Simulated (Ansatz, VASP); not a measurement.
# Two plane-wave programs on LiF

INCAR

```
SYSTEM = LiF
PREC = Accurate ; ENCUT = 520
EDIFF = 1E-8 ; ISMEAR = -1
SIGMA = 0.03 ; LREAL = .FALSE.
LASPH = .TRUE. ; NELM = 100
ALGO = Normal ; ISIF = 2
LWAVE = .FALSE. ; LCHARG = .FALSE.
GGA = CA ; LEFG = .TRUE.
NBANDS = 12
```

File KPOINTS:

```
Automatic mesh
0
G
  10 10 10
  0 0 0
```

POSCAR

```
LiF
1.0
    0.0000000000      2.0206910790      2.0206910790
    2.0206910790      0.0000000000      2.0206910790
    2.0206910790      2.0206910790      0.0000000000
Li F
1 1
Direct
    0.0000000000      0.0000000000      0.0000000000
    0.5000000000      0.5000000000      0.5000000000
```

Input for Ansatz:

```yaml
crystal:
  lattice:
    - [0.0, 2.020691079, 2.020691079]
    - [2.020691079, 0.0, 2.020691079]
    - [2.020691079, 2.020691079, 0.0]
  atoms:
    - { symbol: Li, position: [0.0, 0.0, 0.0] }
    - { symbol: F, position: [0.5, 0.5, 0.5] }
kpoints:
  mp_grid: { grid: [10, 10, 10] }
scf:
  occupations: { method: fermi_dirac, width: 0.03 }
hamiltonian:
  xc: lda
  pseudopotentials: { kind: paw }
output:
  forces: true
  stress: true
  eigenvalues: true
  efg: { contact_densities: true }
```

Change from the starting cell: volume scaled by 1.01, PAW files.

Alike in both runs: task electric field gradients; functional LDA; k mesh 10 × 10 × 10; occupations fermi-dirac, width 0.03 eV; no spin polarisation.

|  | VASP | Ansatz |
| --- | --- | --- |
| version | VASP 6.6.1 | Ansatz 0.2.0 |
| potentials or method | VASP PAW LDA potentials, release 64 (Li_sv, F) | PAW with Ansatz's default frozen-core files, scalar-relativistic |
| plane-wave cutoff (eV) | 520 | 420 |
| valence electrons in the cell | 10 | 10 |

|  | VASP | Ansatz | Ansatz less VASP |
| --- | --- | --- | --- |
| gap on the k mesh at the Fermi level (eV) | 8.74 | 8.75 | +0.011 |
| Vzz of the field gradient on the site that differs most (V/Å²) | 0.0 | 0.0 | 0.00 |

 A k mesh can miss the band edges.
